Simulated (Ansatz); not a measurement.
# CsSnI3 (Pm-3m) in Ansatz: convergence with k mesh

Aim: find how far k mesh must go before the results for CsSnI3 settle, at r2SCAN. This setting moves, with any that are tied to it; all else stays.

Everything below comes from runs of Ansatz 0.2.0. Logs are shortened: lines on timing, memory, paths and dates and some standing lists are left out, and cuts for length are marked.

**1. The structure**

Symmetry: Pm-3m, No. 221, cubic system. The conventional cell has a = 6.206 Å, b = 6.206 Å, c = 6.206 Å, α = 90.00°, β = 90.00°, γ = 90.00°. Around Cs (site symmetry m-3m) lie 12 I at 4.39 Å. I (site symmetry 4/mmm) is surrounded by 2 Sn at 3.10 Å. Sn (site symmetry m-3m) has 6 I at 3.10 Å as nearest neighbours.

**2. With k mesh 2 × 2 × 2**

input.yaml

```yaml
crystal:
  lattice:
    - [6.2057, 0.0, 0.0]
    - [0.0, 6.2057, 0.0]
    - [0.0, 0.0, 6.2057]
  atoms:
    - { symbol: Cs, position: [0.0, 0.0, 0.0] }
    - { symbol: I, position: [0.5, 0.5, 0.0] }
    - { symbol: I, position: [0.5, 0.0, 0.5] }
    - { symbol: I, position: [0.0, 0.5, 0.5] }
    - { symbol: Sn, position: [0.5, 0.5, 0.5] }
hamiltonian:
  xc: r2scan
  pseudopotentials: { kind: paw }
kpoints:
  mp_grid: { grid: [2, 2, 2] }
scf:
  occupations: { method: cold, width: 0.05 }
output:
  forces: true
  stress: true
  eigenvalues: true
```

Potentials or basis: Ansatz PAW.

Run with:

```console
$ ansatz run input.yaml --threads 2 --pin off --max-ram 5632MiB --backend cpu --events-out ev --progress --plain --runs-dir out
```

Run time: 3.9 s. Hardware: 2 threads of Arm Neoverse V2, shared host; peak memory 0.95 GiB.

Results:

| Property | Result |
| --- | --- |
| Free energy | -34312.9628 eV |
| Pressure | 1.7 GPa |
| Band gap on the k mesh | 0.43 eV, direct |

**3. With k mesh 3 × 3 × 3**

input.yaml, as its differences from that of step 2:

```diff
@@ -15,3 +15,3 @@
 kpoints:
-  mp_grid: { grid: [2, 2, 2] }
+  mp_grid: { grid: [3, 3, 3] }
 scf:
```

Potentials or basis: Ansatz PAW.

Run with:

```console
$ ansatz run input.yaml --threads 2 --pin off --max-ram 5632MiB --backend cpu --events-out ev --progress --plain --runs-dir out
```

It took 3.8 s on 2 threads of Arm Neoverse V2, shared host; peak memory 0.95 GiB.

What came out:

```yaml
Free_energy: -34314.1012 eV
Pressure: -0.2 GPa
Band_gap_on_the_k_mesh: 3.27 eV, direct
```

**4. With k mesh 4 × 4 × 4**

input.yaml, as its differences from that of step 3:

```diff
@@ -15,3 +15,3 @@
 kpoints:
-  mp_grid: { grid: [3, 3, 3] }
+  mp_grid: { grid: [4, 4, 4] }
 scf:
```

Run with:

```console
$ ansatz run input.yaml --threads 2 --pin off --max-ram 5632MiB --backend cpu --events-out ev --progress --plain --runs-dir out
```

Wall time 6.7 s (2 threads of Arm Neoverse V2, shared host); peak memory 0.99 GiB.

What came out:

```
Free energy            : -34313.8355 eV
Pressure               : 0.3 GPa
Band gap on the k mesh : 0.42 eV, direct
```

**5. With k mesh 5 × 5 × 5**

input.yaml, as its differences from that of step 4:

```diff
@@ -15,3 +15,3 @@
 kpoints:
-  mp_grid: { grid: [4, 4, 4] }
+  mp_grid: { grid: [5, 5, 5] }
 scf:
```

Run with:

```console
$ ansatz run input.yaml --threads 2 --pin off --max-ram 5632MiB --backend cpu --events-out ev --progress --plain --runs-dir out
```

Wall time 6.5 s (2 threads of Arm Neoverse V2, shared host); peak memory 0.99 GiB.

Results (log left out):

```
Free energy            : -34313.9348 eV
Pressure               : 0.0 GPa
Band gap on the k mesh : 1.87 eV, direct
```

**6. With k mesh 6 × 6 × 6**

input.yaml, as its differences from that of step 5:

```diff
@@ -15,3 +15,3 @@
 kpoints:
-  mp_grid: { grid: [5, 5, 5] }
+  mp_grid: { grid: [6, 6, 6] }
 scf:
```

Potentials or basis: Ansatz PAW.

Run with:

```console
$ ansatz run input.yaml --threads 2 --pin off --max-ram 5632MiB --backend cpu --events-out ev --progress --plain --runs-dir out
```

Wall time 12 s (2 threads of Arm Neoverse V2, shared host); peak memory 1.1 GiB.

Results (log left out):

* Free energy: -34313.8984 eV
* Pressure: 0.2 GPa
* Band gap on the k mesh: 0.42 eV, direct

**7. With k mesh 7 × 7 × 7**

input.yaml, as its differences from that of step 6:

```diff
@@ -15,3 +15,3 @@
 kpoints:
-  mp_grid: { grid: [6, 6, 6] }
+  mp_grid: { grid: [7, 7, 7] }
 scf:
```

Potentials or basis: Ansatz PAW.

Run with:

```console
$ ansatz run input.yaml --threads 2 --pin off --max-ram 5632MiB --backend cpu --events-out ev --progress --plain --runs-dir out
```

What it wrote:

```text
Warning: RAYON_NUM_THREADS=2 ignored (pool sized by the plan → 2); use --threads N
Engine: ansatz 0.2.0, aarch64-unknown-linux-gnu
Pseudopotentials: kind: paw
Pseudopotential: Cs, paw, valence charge 9, recommended cutoff 500 eV (meta_gga), Cs.paw.azcp
Pseudopotential: I, paw, valence charge 17, recommended cutoff 500 eV (meta_gga), I.paw.azcp
Pseudopotential: Sn, paw, valence charge 14, recommended cutoff 500 eV (meta_gga), Sn.paw.azcp
Functional definition: r2SCAN
  parameter k0 = 0.174
  parameter k1 = 0.065
  parameter a1 = 4.9479
  exchange = r2scan_x(k0 = k0, k1 = k1, a1 = a1)
  correlation = r2scan_c
Crystal: 5 atoms, lattice volume = 238.986 Å³
Basis set: ecut = 500 eV, 6043 PW (Γ), exchange–correlation on 192×192×192 points (64 copies of the dense FFT grid, shifted against one another)
Bands: 45, of which v1, the nominal top of the filled ones, is band 37 counted from 1 (36 counted from 0)
Symmetry: 48 space group operations
Space group: Pm-3m (ITA 221), of the structure as read, at distance tolerance 6.2e-5 Å
k-points: 20 of 343
Non-local potential: Cs, projectors of the file, l = 0: 3, l = 1: 2, l = 2: 2, l = 3: 2
Non-local potential: I, projectors of the file, l = 0: 2, l = 1: 2, l = 2: 2, l = 3: 2
Non-local potential: Sn, projectors of the file, l = 0: 2, l = 1: 2, l = 2: 2, l = 3: 2
PAW form: soft (Blöchl's): semilocal exchange-correlation on the pseudo side does not see the compensation charge
PAW frozen core: Cs, regenerated for the run's functional (the file was generated under x = pbe(κ = 0.804, μ = 0.2195149727645171), c = pbe(β = 0.06672455060314922))
PAW frozen core: I, regenerated for the run's functional (the file was generated under x = pbe(κ = 0.804, μ = 0.2195149727645171), c = pbe(β = 0.06672455060314922))
PAW frozen core: Sn, regenerated for the run's functional (the file was generated under x = pbe(κ = 0.804, μ = 0.2195149727645171), c = pbe(β = 0.06672455060314922))
PAW one-centre angular grid: Cs, 302 points (default); XC on 160 Gauss nodes
PAW one-centre angular grid: I, 590 points (default); XC on 160 Gauss nodes
PAW one-centre angular grid: Sn, 590 points (default); XC on 249 of its mesh's 2787 points in the sphere
Initial density: superposition of atomic densities (neutral atoms: chi_scale 0, normalization atom), corrected by the library's trained network
Initial wavefunctions: pseudopotential atomic-orbital guess
Functional: x = r2scan, c = r2scan; τ floored in thin density (d = 2e-4 eV/Å³)
SCF iter   1: F=—  HF=-34313.899348 eV  |F-HF|=—  |Δ(HF+E_count)|=         —  Δρ=2.67e-3  dr2=1.56e-2  dr2_τ=1.95e-3  ethr=1.77e-3  ⟨swp⟩=11.6  Hψ=4599  notcnv=0  defer=4
preconditioner: auto → Resta (q_TF=auto, 2.244 Å⁻¹)  ε∞=2.7  [insulator: Δε(μ)=1.313 eV  Ē_g=10.304 eV  σ=0.050 eV  W_gap=1.00  n_scr=32 (ndim 8)  ℏωp=13.6 eV  f_vac=0.142  D(μ)=0.00/eV (n_scr^D=0)  ε∞_Penn≈2.7]
SCF iter   2: F=—  HF=-34313.915280 eV  |F-HF|=—  |Δ(HF+E_count)|=   1.59e-2  S|Δr|=    0.00e0  Δρ=1.23e-3  dr2=4.21e-3  dr2_τ=1.00e-4  ethr=2.10e-5  ⟨swp⟩=2.2  Hψ=1630  notcnv=0  defer=41
SCF iter   3: F=—  HF=-34313.914647 eV  |F-HF|=—  |Δ(HF+E_count)|=   6.33e-4  S|Δr|=    0.00e0  Δρ=3.36e-4  dr2=1.78e-4  dr2_τ=1.61e-5  ethr=5.69e-6  ⟨swp⟩=2.0  Hψ=1599  notcnv=0  defer=21
automatic band count: iteration 3 solves 44 bands in place of 45: the levels show a gap, and the empty bands left out lie too high to hold charge; the band table lists the bands solved (type scf.n_extra_bands for more)
SCF iter   4: F=—  HF=-34313.914647 eV  |F-HF|=—  |Δ(HF+E_count)|=   2.46e-7  S|Δr|=    0.00e0  Δρ=9.86e-5  dr2=1.77e-5  dr2_τ=1.34e-6  ethr=2.41e-7  ⟨swp⟩=2.0  Hψ=1289  notcnv=0  defer=21
SCF iter   5: F=—  HF=-34313.914638 eV  |F-HF|=—  |Δ(HF+E_count)|=   8.67e-6  S|Δr|=    0.00e0  Δρ=2.48e-5  dr2=1.59e-6  dr2_τ=3.18e-8  ethr=2.39e-8  ⟨swp⟩=2.0  Hψ=1242  notcnv=0  defer=21
SCF iter   6: F=-34313.914640 eV  HF=-34313.914640 eV  |F-HF|=3.97e-8  |Δ(HF+E_count)|=   1.37e-6  S|Δr|=    0.00e0  Δρ=5.31e-6  dr2=7.83e-8  dr2_τ=1.88e-9  ethr=1.35e-10  ⟨swp⟩=9.8  Hψ=4585  notcnv=0
SCF 1 converged in 6 iterations: F = -34313.914640 eV  dr2 = 7.83e-8
SCF converged after 6 iterations
Stability not checked: this state was not tested for a lower state beside it, because cold or Methfessel-Paxton smearing, or corrected tetrahedra, fill the levels in a way that the test cannot read (fill_not_monotonic; see scf.lower_state_search)
Free energy (F): -34313.914640 eV
Harris-Foulkes:  -34313.914640 eV  (|F-HF|=3.97e-8)
Internal energy: -34313.914640 eV  (E = F + TS)
E sigma→0 (E₀):  -34313.914640 eV
Fermi energy:    5.339330 eV
Step filling:    the computed levels leave a gap of 1.3288 eV = 26.6 smearing widths at the electron count; against every level under it full and every level over it empty, smearing changes F+E_penalty+E_count by +5.23e-81 meV and its σ→0 estimate by -1.29e-77 meV
--- Per-component energies (eV) ---
  E_band       = -1483.928835
  E_kinetic    = 891.668747
  E_local      = -8811.406769  (includes V_loc(G=0)·N_el)
  E_nonlocal   = -276.057405
  E_hartree    = 4497.422836
  E_xc         = -900.791103
  E_vxc        = -662.169102  (∫ρ·V_xc dr)
  E_paw        = -23764.192640  (= ΣΔE_a)
  E_vpaw       = -1659.109792  (= ΣTr[D̂ρ^β])
  E_aug_tail   = -0.000081  (compensation charges beyond the density's cutoff)
  E_vtau       = 38.293112  (kinetic-family band-sum trace: ∫τ·v_τ [+ j·A + Jᵃ·Aᵃ] dr)
  E_ewald      = -5951.562581
  E_core_change = 1.004358  (= ΣΔE_core)
  E_smearing   = 0.000000  (= −TS)
  E_closure    = -0.000000  (closes the sum)
  Σ components = -34313.914640   (vs F -34313.914640, Δ=0.00e0)
--- Forces (eV/Å), atoms counted from 1 ---
  atom   1  Cs    -0.00000000    -0.00000000    -0.00000000
  atom   2  I      0.00000000    -0.00000000     0.00000000
  atom   3  I      0.00000000    -0.00000000    -0.00000000
  atom   4  I      0.00000000     0.00000000    -0.00000000
  atom   5  Sn     0.00000000     0.00000000     0.00000000
  max |Σ_I F_I| component: 1.81e-28 eV/Å
--- Stress (GPa, compression-positive) ---
        0.093993       0.000000      -0.000000
        0.000000       0.093993       0.000000
        0.000000       0.000000       0.093993
  P = ⅓ Tr σ = 0.0940 GPa (0.940 kbar)
--- Band table (eV; the first three rows and the last of 20) ---
  k-point 0: bands = ["-41.0968", "-41.0965", "-41.0965", "-41.0559", "-41.0559", "-41.0559", "-41.0553", "-41.0553", "-41.0553", "-40.9478", "-40.9478", "-40.9478", "-40.9468", "-40.9468", "-40.9465", "-17.8640", "-17.7317", "-17.7317", "-17.7105", "-17.7105", "-17.7105", "-8.6593", "-7.8853", "-7.8853", "-4.2996", "-4.2996", "-4.2996", "-1.1092", "0.1912", "0.1912", "0.1912", "2.6169", "2.6169", "2.6169", "2.7780", "2.7780", "2.7780", "7.7706", "8.5474", "8.5474", "8.9481", "8.9481", "8.9481", "10.2215"]
  k-point 1: bands = ["-41.0968", "-41.0965", "-41.0965", "-41.0559", "-41.0558", "-41.0558", "-41.0553", "-41.0553", "-41.0553", "-40.9478", "-40.9478", "-40.9478", "-40.9468", "-40.9468", "-40.9465", "-17.8640", "-17.7317", "-17.7314", "-17.7105", "-17.7105", "-17.7105", "-8.6311", "-7.9205", "-7.8846", "-4.2983", "-4.2983", "-4.2954", "-1.4340", "0.2119", "0.2119", "0.6912", "2.5817", "2.5817", "2.5854", "2.7447", "2.7447", "2.7650", "7.9806", "8.6668", "8.7247", "9.0186", "9.1284", "9.1284", "9.4214"]
  k-point 2: bands = ["-41.0968", "-41.0965", "-41.0965", "-41.0559", "-41.0558", "-41.0558", "-41.0554", "-41.0554", "-41.0553", "-40.9478", "-40.9478", "-40.9478", "-40.9468", "-40.9467", "-40.9466", "-17.8638", "-17.7317", "-17.7307", "-17.7106", "-17.7106", "-17.7105", "-8.5546", "-8.0128", "-7.8832", "-4.2953", "-4.2953", "-4.2867", "-1.8567", "0.2611", "0.2611", "1.4924", "2.4827", "2.4827", "2.5175", "2.6909", "2.6909", "2.8758", "7.9052", "8.5384", "9.0173", "9.1821", "9.2283", "9.5760", "9.5760"]
  k-point 19: bands = ["-41.0966", "-41.0966", "-41.0966", "-41.0556", "-41.0556", "-41.0556", "-41.0555", "-41.0555", "-41.0555", "-40.9478", "-40.9477", "-40.9477", "-40.9467", "-40.9467", "-40.9467", "-17.8629", "-17.7294", "-17.7294", "-17.7109", "-17.7109", "-17.7109", "-8.1584", "-8.1144", "-8.1144", "-4.3173", "-4.3173", "-4.3134", "-3.5516", "1.6541", "1.6870", "1.6870", "2.2574", "2.2574", "3.1647", "3.1647", "3.1973", "4.6403", "5.9691", "5.9691", "6.3278", "8.6983", "9.6004", "9.6241", "9.6241"]
```

Run time: 11 s. Hardware: 2 threads of Arm Neoverse V2, shared host; peak memory 1.1 GiB.

Results:

```
Free energy            : -34313.9146 eV
Pressure               : 0.1 GPa
Band gap on the k mesh : 1.33 eV, direct
```

**8. Summary**

```tsv
k mesh	energy less the tightest run, at zero smearing (meV/atom)	pressure (GPa)	gap on the mesh (eV)	SCF cycles	CPU time (s)	peak memory (GiB)
2 × 2 × 2	190.38	1.66	0.430	7	7.4	0.95
3 × 3 × 3	-37.31	-0.23	3.273	6	7.2	0.95
4 × 4 × 4	15.83	0.33	0.422	6	13	0.99
5 × 5 × 5	-4.03	0.04	1.874	6	13	0.99
6 × 6 × 6	3.25	0.16	0.420	6	23	1.1
7 × 7 × 7	0.00	0.09	1.329	6	22	1.1
```

Against the tightest run, the pressure stays within 0.1 GPa from 5 × 5 × 5 on. Not settled before the last step: the energy (to 1 meV/atom), the gap on the mesh (to 0.01 eV). Meshes of other sizes hit other points, so gaps and Fermi surfaces needn't settle smoothly. The tightest run that finished is the yardstick and may itself not be fully converged.

Caveats: odd divisions of the mesh miss points on the zone boundary, where band edges often lie, so the gap on the mesh can be too wide; spin-orbit coupling is left out, which moves the levels of the heavy elements; the cell was measured hot, at 500 K; the PAW data sets come from PBE, with cores solved anew for the run's functional, which leaves a small shift of forces and pressure.
